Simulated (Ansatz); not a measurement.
# MnO (P6_3mc) in Ansatz: further runs

Aim: see how the results for MnO move with the level of theory and the settings. Levels: LDA, r2SCAN. Tasks: band structure, single point, equation of state.

Program: Ansatz 0.2.0. These are calculated values, not measurements. Logs are shortened: lines on timing, memory, paths and dates and some standing lists are left out, and cuts for length are marked.

### 1 The crystal as given

The structure is hexagonal, space group P6_3mc (No. 186). Conventional cell: a = 3.372 Å, b = 3.372 Å, c = 5.386 Å, α = 90.00°, β = 90.00°, γ = 120.00°. Mn (site symmetry 3m) is surrounded by 4 O at 1.96 to 2.08 Å. O (site symmetry 3m) has 4 Mn at 1.96 to 2.08 Å as nearest neighbours.

Measurements of this composition are mostly on another form, of space group No. 225.

### 2 Band structure, LDA, collinear spin, ferromagnetic start

Input file input.yaml:

```yaml
crystal:
  lattice:
    - [3.3717, 0.0, 0.0]
    - [-1.68585, 2.9199778539, 0.0]
    - [0.0, 0.0, 5.3855]
  atoms:
    - { symbol: Mn, position: [0.6666666667, 0.3333333333, 0.51096], spin: 4.0 }
    - { symbol: Mn, position: [0.3333333333, 0.6666666667, 0.01096], spin: 4.0 }
    - { symbol: O, position: [0.6666666667, 0.3333333333, 0.87547] }
    - { symbol: O, position: [0.3333333333, 0.6666666667, 0.37547] }
hamiltonian:
  xc: lda
  pseudopotentials: { kind: paw }
magnetization:
  spin_polarized: true
kpoints:
  mp_grid: { grid: [9, 9, 5] }
  band_path:
    path:
      - [[0.0, 0.0, 0.0], [0.5, 0.0, 0.0], [0.3333333333, 0.3333333333, 0.0], [0.0, 0.0, 0.0], [0.0, 0.0, 0.5], [0.5, 0.0, 0.5], [0.3333333333, 0.3333333333, 0.5], [0.0, 0.0, 0.5]]
      - [[0.5, 0.0, 0.5], [0.5, 0.0, 0.0]]
      - [[0.3333333333, 0.3333333333, 0.0], [0.3333333333, 0.3333333333, 0.5]]
    npoints: 14
scf:
  occupations: { method: fermi_dirac, width: 0.05 }
  n_extra_bands: 10
output:
  forces: true
  stress: true
  eigenvalues: true
  fatbands: true
```

Potentials or basis: Ansatz PAW.

Started as:

```sh
ansatz run input.yaml --threads 2 --pin off --max-ram 5632MiB --backend cpu --events-out ev --progress --plain --runs-dir out
```

Output:

```text
Warning: RAYON_NUM_THREADS=2 ignored (pool sized by the plan → 2); use --threads N
scf.n_extra_bands = 10 over 21 filled bands (N_el = 42.0): the run solves 31 bands
Engine: ansatz 0.2.0, aarch64-unknown-linux-gnu
Pseudopotentials: kind: paw
Pseudopotential: Mn, paw, valence charge 15, recommended cutoff 420 eV (normal), Mn.paw.azcp
Pseudopotential: O, paw, valence charge 6, recommended cutoff 420 eV (normal), O.paw.azcp
Functional definition: SPW92
  exchange = slater_x
  correlation = pw_c
Crystal: 4 atoms, lattice volume = 53.022 Å³
Basis set: ecut = 420 eV, 1085 PW (Γ)
Bands: 31, of which v1, the nominal top of the filled ones, is band 21 counted from 1 (20 counted from 0)
Symmetry: 12 space group operations
Space group: P63mc (ITA 186), of the structure as read, at distance tolerance 3.8e-5 Å
Magnetic group: BNS 186.203 (UNI 1433), of the structure as read, at distance tolerance 3.8e-5 Å
k-points: 36 of 405 (time reversal used)
Non-local potential: Mn, projectors of the file, l = 0: 3, l = 1: 2, l = 2: 3, l = 3: 1
Non-local potential: O, projectors of the file, l = 0: 2, l = 1: 2, l = 2: 1
PAW form: soft (Blöchl's): semilocal exchange-correlation on the pseudo side does not see the compensation charge
PAW frozen core: Mn, regenerated for the run's functional, and the local potential with it (the file was generated under x = pbe(κ = 0.804, μ = 0.2195149727645171), c = pbe(β = 0.06672455060314922))
PAW frozen core: O, regenerated for the run's functional, and the local potential with it (the file was generated under x = pbe(κ = 0.804, μ = 0.2195149727645171), c = pbe(β = 0.06672455060314922))
PAW one-centre angular grid: Mn, 590 points (default); XC on 64 Gauss nodes
PAW one-centre angular grid: O, 110 points (default); XC on 64 Gauss nodes
Initial density: superposition of atomic densities (chi_scale 0.1, normalization cell, long waves kept (reshape's long-wave potential 0.00 eV rms))
Starting moments: Σ|m| = 8 μB on 2 of 4 sites
Initial wavefunctions: pseudopotential atomic-orbital guess
Functional: x = slater, c = lda
SCF iter   1: F=—  HF=-8792.148042 eV  |F-HF|=—  |Δ(HF+E_count)|=         —  Δρ=1.30e-1 (↑1.30e-1 ↓5.58e-2)  dr2=1.03e1  dr2_m=2.06e0  M=9.541 μB ∫|m|=9.541 μB  β_m=0.30  ethr=3.10e-3  ⟨swp⟩=5.1  Hψ=7790  notcnv=0  defer=13
Mixer restart at iter 1: flushing history
preconditioner: auto → Kerker (q_TF=auto, 2.624 Å⁻¹)  [metal: Δε(μ)=0.015 eV  Ē_g=10.162 eV  σ=0.050 eV  W_gap=0.08  n_scr=22 (ndim 8)  ℏωp=26.0 eV  f_vac=0.000  D(μ)=3.04/eV (n_scr^D=34)]
spin=Collinear: Kerker preconditioning applied to the charge; magnetization (m = ρ↑ − ρ↓) channel mixes plain (no charge-response kernel on spin).
SCF iter   2: F=—  HF=-8791.652288 eV  |F-HF|=—  |Δ(HF+E_count)|=   4.96e-1  Δρ=7.58e-2 (↑7.58e-2 ↓3.20e-2)  dr2=2.42e0  dr2_m=1.13e0  M=9.864 μB ∫|m|=9.864 μB  β_m=0.45  ethr=3.10e-3  ⟨swp⟩=3.1  Hψ=5084  notcnv=0  defer=173
SCF iter   3: F=—  HF=-8791.580618 eV  |F-HF|=—  |Δ(HF+E_count)|=   7.17e-2  Δρ=1.76e-2 (↑1.76e-2 ↓1.42e-2)  dr2=4.15e-1  dr2_m=5.13e-2  M=9.856 μB ∫|m|=9.856 μB  β_m=0.53  ethr=3.10e-3  ⟨swp⟩=2.8  Hψ=4055  notcnv=0  defer=170
SCF iter   4: F=—  HF=-8791.519195 eV  |F-HF|=—  |Δ(HF+E_count)|=   6.14e-2  Δρ=6.47e-3 (↑6.47e-3 ↓6.23e-3)  dr2=8.49e-2  dr2_m=3.06e-3  M=9.886 μB ∫|m|=9.886 μB  β_m=0.76  ethr=9.89e-4  ⟨swp⟩=2.1  Hψ=3211  notcnv=0  defer=170
SCF iter   5: F=—  HF=-8791.507382 eV  |F-HF|=—  |Δ(HF+E_count)|=         —  Δρ=5.17e-3 (↑5.17e-3 ↓2.11e-3)  dr2=1.43e-2  dr2_m=2.26e-3  M=9.885 μB ∫|m|=9.885 μB  β_m=0.76  ethr=2.02e-4  ⟨swp⟩=2.8  Hψ=3962  notcnv=0  defer=168
Mixer restart at iter 5: flushing history
SCF iter   6: F=—  HF=-8791.508540 eV  |F-HF|=—  |Δ(HF+E_count)|=   1.16e-3  Δρ=1.98e-3 (↑1.98e-3 ↓9.13e-4)  dr2=2.96e-3  dr2_m=4.67e-4  M=9.901 μB ∫|m|=9.901 μB  β_m=0.70  ethr=3.40e-5  ⟨swp⟩=2.0  Hψ=4263  notcnv=0  defer=168
SCF iter   7: F=—  HF=-8791.507952 eV  |F-HF|=—  |Δ(HF+E_count)|=   5.88e-4  Δρ=9.34e-4 (↑9.34e-4 ↓6.28e-4)  dr2=9.97e-4  dr2_m=5.79e-5  M=9.892 μB ∫|m|=9.892 μB  β_m=0.85  ethr=7.04e-6  ⟨swp⟩=2.0  Hψ=4108  notcnv=0  defer=168
SCF iter   8: F=—  HF=-8791.508294 eV  |F-HF|=—  |Δ(HF+E_count)|=   3.42e-4  Δρ=2.23e-4 (↑2.04e-4 ↓2.23e-4)  dr2=1.44e-4  dr2_m=1.48e-6  M=9.891 μB ∫|m|=9.891 μB  β_m=0.92  ethr=2.37e-6  ⟨swp⟩=2.0  Hψ=3093  notcnv=0  defer=168
SCF iter   9: F=—  HF=-8791.508322 eV  |F-HF|=—  |Δ(HF+E_count)|=   2.84e-5  Δρ=1.59e-4 (↑1.59e-4 ↓6.63e-5)  dr2=1.45e-5  dr2_m=1.82e-6  M=9.890 μB ∫|m|=9.890 μB  β_m=0.94  ethr=3.43e-7  ⟨swp⟩=1.6  Hψ=2544  notcnv=0  defer=168
SCF iter  10: F=—  HF=-8791.508322 eV  |F-HF|=—  |Δ(HF+E_count)|=   5.05e-7  Δρ=3.19e-5 (↑2.36e-5 ↓3.19e-5)  dr2=1.41e-6  dr2_m=2.43e-8  M=9.890 μB ∫|m|=9.890 μB  β_m=0.97  ethr=3.46e-8  ⟨swp⟩=2.6  Hψ=3600  notcnv=0  defer=168
SCF iter  11: F=—  HF=-8791.508322 eV  |F-HF|=—  |Δ(HF+E_count)|=   4.28e-7  Δρ=1.96e-5 (↑1.96e-5 ↓8.35e-6)  dr2=2.12e-7  dr2_m=4.76e-8  M=9.890 μB ∫|m|=9.890 μB  β_m=0.99  ethr=3.35e-9  ⟨swp⟩=2.0  Hψ=3170  notcnv=0  defer=168
SCF iter  12: F=-8791.508322 eV  HF=-8791.508322 eV  |F-HF|=2.10e-8  |Δ(HF+E_count)|=   2.60e-8  Δρ=4.66e-6 (↑3.82e-6 ↓4.66e-6)  dr2=3.25e-8  dr2_m=6.72e-10  M=9.890 μB ∫|m|=9.890 μB  ethr=2.38e-10  ⟨swp⟩=7.1  Hψ=9843  notcnv=0
SCF 1 converged in 12 iterations: F = -8791.508322 eV  dr2 = 3.25e-8
WARN: an SCF from antiferromagnetic starting moments (-4.36, 4.36, 0.00, 0.00 Bohr magnetons, atom by atom) was not made, by what the run has read of turns of its moments that order reads lower: the deck asks for what bars it, or types moments that do (magnetization.spin_polarized, in the input reference, names some of the keys), or the run goes by scf.lower_state_search: light, the default, which as a rule tries one only behind a close that has lost an order of both signs, or on which an open d or half-filled 4f shell of a PAW file has lost a moment that was set nearer to Hund's than to what is left; or, under a Hubbard U, one that names an f shell that the input leaves bare beside given moments, or a larger moment for a shell of low spin that is given one. standard, with a start from the atoms, tries one behind each close (in a relaxation, ahead of its steps or at their end). To set out from that order, type those moments (crystal.atoms[].spin; where shells were raised to Hund's moment, beside crystal.symmetry.detect: false) under scf.lower_state_search: light. The bands of the close that named these starting moments, or of the one ahead of a search that led to it (under cold or Methfessel-Paxton smearing those of the Gaussian ahead of it) read a cost of -856.99 meV for the turn to them, carried on from a small turn (-856.99 by the pairs of d shells alone)
NSCF: frozen V_eff on 129 k-points
SCF converged after 12 iterations
Magnetization: 9.8902 μB (25.9451 up, 16.0549 down)
Absolute magnetization: 9.8902 μB (∫|ρ↑−ρ↓|, with the PAW one-centre terms)
Spin contamination: 0.0122 ħ² per cell (⟨S²⟩ above its minimum at these occupations)
Per-site moments (μB) at R_I (Å): [(3.783401689392338, 0.8097657995624999), (3.78340168939234, 0.8097657995625), (0.23647189119059514, 0.8097657995624999), (0.2364718911905957, 0.8097657995625)]
Free energy (F): -8791.508322 eV
Harris-Foulkes:  -8791.508322 eV  (|F-HF|=2.10e-8)
Internal energy: -8791.497284 eV  (E = F + TS)
E sigma→0 (E₀):  -8791.502803 eV
Entropy (-TS):   -0.011038 eV (-2.759 meV/atom)
Fermi energy:    10.288611 eV
--- Per-component energies (eV) ---
  E_band       = -621.786764
  E_kinetic    = 944.544436
  E_local      = -5223.936252  (includes V_loc(G=0)·N_el)
  E_nonlocal   = 614.011477
  E_hartree    = 2099.502909
  E_xc         = -363.394622
  E_vxc        = -467.477821  (∫ρ·V_xc dr)
  E_paw        = -2791.017852  (= ΣΔE_a)
  E_vpaw       = -687.940114  (= ΣTr[D̂ρ^β])
  E_aug_tail   = 0.004902  (compensation charges beyond the density's cutoff)
  E_ewald      = -4072.174031
  E_core_change = 0.961749  (= ΣΔE_core)
  E_smearing   = -0.011038  (= −TS)
  E_closure    = 0.000000  (closes the sum)
  Σ components = -8791.508322   (vs F -8791.508322, Δ=0.00e0)
--- Forces (eV/Å), atoms counted from 1 ---
  atom   1  Mn     0.00000000     0.00000000    -0.54559066
  atom   2  Mn     0.00000000    -0.00000000    -0.54559066
  atom   3  O      0.00000000    -0.00000000     0.54557830
  atom   4  O      0.00000000     0.00000000     0.54557830
  max |Σ_I F_I| component: 2.47e-5 eV/Å
--- Stress (GPa, compression-positive) ---
       -6.966612      -0.000000       0.000000
       -0.000000      -6.966612       0.000000
        0.000000       0.000000      -0.556605
  P = ⅓ Tr σ = -4.8299 GPa (-48.299 kbar)
--- Band table (eV; the first three rows and the last of 72) ---
  k-point 0 ↑: bands = ["-70.6655", "-70.6623", "-39.7911", "-39.7831", "-39.7831", "-39.7768", "-39.7768", "-39.7516", "-9.5080", "-8.9596", "3.0991", "3.8622", "4.0499", "4.0499", "4.3940", "4.3940", "7.2826", "7.2826", "7.7661", "7.8379", "7.8379", "8.8728", "9.3447", "9.3447", "10.4070", "10.4070", "10.4590", "13.9798", "15.9112", "21.7192", "21.7192"]
  k-point 1 ↑: bands = ["-70.6652", "-70.6626", "-39.7873", "-39.7825", "-39.7825", "-39.7774", "-39.7774", "-39.7554", "-9.4549", "-9.0109", "3.0755", "3.6810", "4.0709", "4.0709", "4.3477", "4.3477", "7.3522", "7.3522", "7.8134", "7.8134", "8.0523", "9.0900", "9.4311", "9.4311", "10.3003", "10.3003", "10.5245", "13.2884", "16.6106", "21.2954", "21.6916"]
  k-point 2 ↑: bands = ["-70.6644", "-70.6634", "-39.7810", "-39.7810", "-39.7790", "-39.7790", "-39.7775", "-39.7653", "-9.3164", "-9.1465", "3.1139", "3.3391", "4.1364", "4.1364", "4.2409", "4.2409", "7.5240", "7.5240", "7.7070", "7.7070", "8.6758", "9.1616", "9.6833", "9.6833", "10.0209", "10.0209", "11.0510", "12.1195", "17.8978", "19.4922", "21.7308"]
  k-point 35 ↓: bands = ["-66.0881", "-66.0881", "-35.3566", "-35.3566", "-35.3438", "-35.3396", "-35.3210", "-35.3210", "-8.3557", "-8.3557", "4.3225", "4.3225", "4.6467", "4.7060", "5.6828", "5.6828", "10.5636", "10.7534", "11.4553", "11.4553", "12.0130", "12.0425", "12.3132", "12.3132", "12.7166", "12.7166", "17.4050", "17.5528", "17.8178", "17.8178", "19.3584"]
```

Run time: 26 s. Hardware: 2 threads of Arm Neoverse V1, shared host; peak memory 0.42 GiB.

What came out:

| Property | Result |
| --- | --- |
| Free energy | -8791.5083 eV |
| Pressure | -4.8 GPa |
| Largest force | 0.546 eV/Å |
| Band gap on the k mesh | none (metal or under the smearing width) |
| Net moment | 9.89 μB per cell |
| Absolute moment | 9.89 μB per cell |
| Site moments | Mn +3.78; O +0.24 μB |

Forces in eV/Å, atoms in the order of the input:
```
Mn   0.000  0.000 -0.546
Mn   0.000  0.000 -0.546
O    0.000  0.000  0.546
O    0.000  0.000  0.546
```

Levels at the corners of the path, in eV from the Fermi level:
Spin up:
```tsv
point	band 23	band 24	band 25	band 26	band 27	band 28	band 29	band 30
Γ	-0.94	-0.94	0.12	0.12	0.17	3.69	5.62	11.43
M	-1.92	-1.73	-0.72	-0.61	3.90	4.31	5.89	7.56
K	-1.78	-1.37	-1.15	-1.15	5.51	5.76	5.83	5.83
Γ	-0.94	-0.94	0.12	0.12	0.17	3.69	5.62	11.43
A	-0.44	-0.44	-0.44	-0.44	1.26	1.26	8.37	8.37
L	-1.18	-1.18	-1.11	-1.11	3.91	3.91	6.13	6.13
H	-1.81	-1.81	-1.04	-1.04	5.53	5.53	6.19	6.19
A	-0.44	-0.44	-0.44	-0.44	1.26	1.26	8.37	8.37
L	-1.18	-1.18	-1.11	-1.11	3.91	3.91	6.13	6.13
M	-1.92	-1.73	-0.72	-0.61	3.90	4.31	5.89	7.56
K	-1.78	-1.37	-1.15	-1.15	5.51	5.76	5.83	5.83
H	-1.81	-1.81	-1.04	-1.04	5.53	5.53	6.19	6.19
```
Spin down:
```csv
point,band 13,band 14,band 15,band 16,band 17,band 18,band 19,band 20
Γ,-4.95,-4.95,-4.73,-4.73,-0.28,0.74,0.74,0.91
M,-5.35,-4.92,-4.85,-4.64,0.18,0.24,1.04,1.32
K,-5.42,-5.42,-5.03,-5.03,0.10,0.48,0.48,0.75
Γ,-4.95,-4.95,-4.73,-4.73,-0.28,0.74,0.74,0.91
A,-4.86,-4.86,-4.86,-4.86,1.22,1.22,1.22,1.22
L,-4.93,-4.93,-4.76,-4.76,0.69,0.69,1.33,1.33
H,-5.61,-5.61,-4.58,-4.58,0.36,0.36,1.28,1.28
A,-4.86,-4.86,-4.86,-4.86,1.22,1.22,1.22,1.22
L,-4.93,-4.93,-4.76,-4.76,0.69,0.69,1.33,1.33
M,-5.35,-4.92,-4.85,-4.64,0.18,0.24,1.04,1.32
K,-5.42,-5.42,-5.03,-5.03,0.10,0.48,0.48,0.75
H,-5.61,-5.61,-4.58,-4.58,0.36,0.36,1.28,1.28
```

Caveat: the magnetic or orbital state may not be the lowest; the pressure holds a Pulay correction of +0.6 GPa for the finite cutoff; semilocal functionals often make such compounds metallic where correlation or magnetic order opens a gap, which also shifts bond lengths; only a ferromagnetic start was run, and an antiferromagnetic order may lie lower in energy; the PAW data sets come from PBE, with cores solved anew for the run's functional, which leaves a small shift of forces and pressure.

### 3 Single point, LDA, collinear spin, ferromagnetic start, 12.46 Å³/atom (volume scaled by 0.94)

Input file input.yaml:

```yaml
crystal:
  lattice:
    - [3.3028704828, 0.0, 0.0]
    - [-1.6514352414, 2.8603697434, 0.0]
    - [0.0, 0.0, 5.2755609885]
  atoms:
    - { symbol: Mn, position: [0.6666666667, 0.3333333333, 0.51096], spin: 4.0 }
    - { symbol: Mn, position: [0.3333333333, 0.6666666667, 0.01096], spin: 4.0 }
    - { symbol: O, position: [0.6666666667, 0.3333333333, 0.87547] }
    - { symbol: O, position: [0.3333333333, 0.6666666667, 0.37547] }
hamiltonian:
  xc: lda
  pseudopotentials: { kind: paw }
magnetization:
  spin_polarized: true
kpoints:
  mp_grid: { grid: [9, 9, 5] }
scf:
  occupations: { method: fermi_dirac, width: 0.05 }
output:
  forces: true
  stress: true
  eigenvalues: true
  write_density: true
  write_potential: true
  elf: true
  volumetric_format: npy
```

Potentials or basis: Ansatz PAW.

Started as:

```sh
ansatz run input.yaml --threads 2 --pin off --max-ram 5632MiB --backend cpu --events-out ev --progress --plain --runs-dir out
```

It took 11 s on 2 threads of Arm Neoverse V1, shared host; peak memory 0.41 GiB.

It converged, with:

```
Free energy            : -8791.5504 eV
Pressure               : 0.4 GPa
Largest force          : 0.667 eV/Å
Band gap on the k mesh : none (metal or under the smearing width)
Net moment             : 9.48 μB per cell
Absolute moment        : 9.48 μB per cell
Site moments           : Mn +3.60; O +0.22 μB
```

Caveat: the magnetic or orbital state may not be the lowest; the pressure holds a Pulay correction of +0.7 GPa for the finite cutoff; semilocal functionals often make such compounds metallic where correlation or magnetic order opens a gap, which also shifts bond lengths; only a ferromagnetic start was run, and an antiferromagnetic order may lie lower in energy; the PAW data sets come from PBE, with cores solved anew for the run's functional, which leaves a small shift of forces and pressure.

### 4 Single point, LDA, collinear spin, ferromagnetic start, 12.73 Å³/atom (volume scaled by 0.96)

input.yaml, as its differences from that of step 3:

```diff
@@ -2,5 +2,5 @@
   lattice:
-    - [3.3028704828, 0.0, 0.0]
-    - [-1.6514352414, 2.8603697434, 0.0]
-    - [0.0, 0.0, 5.2755609885]
+    - [3.3261309004, 0.0, 0.0]
+    - [-1.6630654502, 2.880513856, 0.0]
+    - [0.0, 0.0, 5.3127140505]
   atoms:
```

Started as:

```sh
ansatz run input.yaml --threads 2 --pin off --max-ram 5632MiB --backend cpu --events-out ev --progress --plain --runs-dir out
```

Run time: 11 s. Hardware: 2 threads of Arm Neoverse V1, shared host; peak memory 0.41 GiB.

Results (log left out):

```yaml
Free_energy: -8791.5478 eV
Pressure: -1.2 GPa
Largest_force: 0.635 eV/Å
Band_gap_on_the_k_mesh: none (metal or under the smearing width)
Net_moment: 9.67 μB per cell
Absolute_moment: 9.67 μB per cell
Site_moments: Mn +3.68; O +0.23 μB
```

Caveat: the magnetic or orbital state may not be the lowest; the pressure holds a Pulay correction of +0.7 GPa for the finite cutoff; semilocal functionals often make such compounds metallic where correlation or magnetic order opens a gap, which also shifts bond lengths; only a ferromagnetic start was run, and an antiferromagnetic order may lie lower in energy; the PAW data sets come from PBE, with cores solved anew for the run's functional, which leaves a small shift of forces and pressure.

### 5 Single point, LDA, collinear spin, ferromagnetic start, 12.99 Å³/atom (volume scaled by 0.98)

input.yaml, as its differences from that of step 4:

```diff
@@ -2,5 +2,5 @@
   lattice:
-    - [3.3261309004, 0.0, 0.0]
-    - [-1.6630654502, 2.880513856, 0.0]
-    - [0.0, 0.0, 5.3127140505]
+    - [3.3490704591, 0.0, 0.0]
+    - [-1.6745352295, 2.9003800966, 0.0]
+    - [0.0, 0.0, 5.3493546156]
   atoms:
@@ -23,5 +23 @@
   eigenvalues: true
-  write_density: true
-  write_potential: true
-  elf: true
-  volumetric_format: npy
```

Started as:

```sh
ansatz run input.yaml --threads 2 --pin off --max-ram 5632MiB --backend cpu --events-out ev --progress --plain --runs-dir out
```

It took 9.4 s on 2 threads of Arm Neoverse V1, shared host; peak memory 0.4 GiB.

The run converged. Its results:

```yaml
Free_energy: -8791.5340 eV
Pressure: -3.0 GPa
Largest_force: 0.592 eV/Å
Band_gap_on_the_k_mesh: none (metal or under the smearing width)
Net_moment: 9.80 μB per cell
Absolute_moment: 9.80 μB per cell
Site_moments: Mn +3.74; O +0.23 μB
```

Caveat: the magnetic or orbital state may not be the lowest; the pressure holds a Pulay correction of +0.7 GPa for the finite cutoff; semilocal functionals often make such compounds metallic where correlation or magnetic order opens a gap, which also shifts bond lengths; only a ferromagnetic start was run, and an antiferromagnetic order may lie lower in energy; the PAW data sets come from PBE, with cores solved anew for the run's functional, which leaves a small shift of forces and pressure.

### 6 Single point, LDA, collinear spin, ferromagnetic start, 13.26 Å³/atom

input.yaml, as its differences from that of step 5:

```diff
@@ -2,5 +2,5 @@
   lattice:
-    - [3.3490704591, 0.0, 0.0]
-    - [-1.6745352295, 2.9003800966, 0.0]
-    - [0.0, 0.0, 5.3493546156]
+    - [3.3717, 0.0, 0.0]
+    - [-1.68585, 2.9199778539, 0.0]
+    - [0.0, 0.0, 5.3855]
   atoms:
@@ -23 +23,5 @@
   eigenvalues: true
+  write_density: true
+  write_potential: true
+  elf: true
+  volumetric_format: npy
```

Potentials or basis: Ansatz PAW.

Started as:

```sh
ansatz run input.yaml --threads 2 --pin off --max-ram 5632MiB --backend cpu --events-out ev --progress --plain --runs-dir out
```

Wall time 11 s (2 threads of Arm Neoverse V1, shared host); peak memory 0.41 GiB.

Results (log left out):

```yaml
Free_energy: -8791.5083 eV
Pressure: -4.8 GPa
Largest_force: 0.546 eV/Å
Band_gap_on_the_k_mesh: none (metal or under the smearing width)
Net_moment: 9.89 μB per cell
Absolute_moment: 9.89 μB per cell
Site_moments: Mn +3.78; O +0.24 μB
```

Caveat: the magnetic or orbital state may not be the lowest; the pressure holds a Pulay correction of +0.6 GPa for the finite cutoff; semilocal functionals often make such compounds metallic where correlation or magnetic order opens a gap, which also shifts bond lengths; only a ferromagnetic start was run, and an antiferromagnetic order may lie lower in energy; the PAW data sets come from PBE, with cores solved anew for the run's functional, which leaves a small shift of forces and pressure.

(Continued in part 2 of 2.)
